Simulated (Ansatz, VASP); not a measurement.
# One calculation of MgO, two programs

```
Mg O
1.0
     0.02102    2.12319    2.12319
     2.12319    0.02102    2.12319
     2.12319    2.12319    0.02102
Mg O
1 1
Direct
  0.00000 0.00000 0.00000
  0.50000 0.50000 0.50000
```

Change from the starting cell: shear_111 strain +1.5%.

Alike in both runs: task single point; functional r2SCAN; k mesh 10 × 10 × 10; no spin polarisation.

|  | VASP | Ansatz |
| --- | --- | --- |
| version | VASP 6.6.1 | Ansatz 0.2.0 |
| potentials or method | VASP PAW PBE potentials, release 64 (Mg, O) | plane waves, PAW |
| plane-wave cutoff (eV) | 520 | 500 |
| occupations | gaussian, width 0.01 eV | fixed |
| valence electrons in the cell | 8 | 16 |

|  | VASP | Ansatz | Ansatz less VASP |
| --- | --- | --- | --- |
| gap on the k mesh at the Fermi level (eV) | 5.47 | 5.49 | +0.025 |
| pressure (GPa) | -3.5 | -2.4 | +1.14 |
| largest component of the traceless stress (GPa) | 1.57 | 1.56 | -0.011 |

The two sets of potentials don't hold the same shells in valence.

Caveats: the PAW data sets were made with another functional, which shifts forces and pressure a little (VASP).
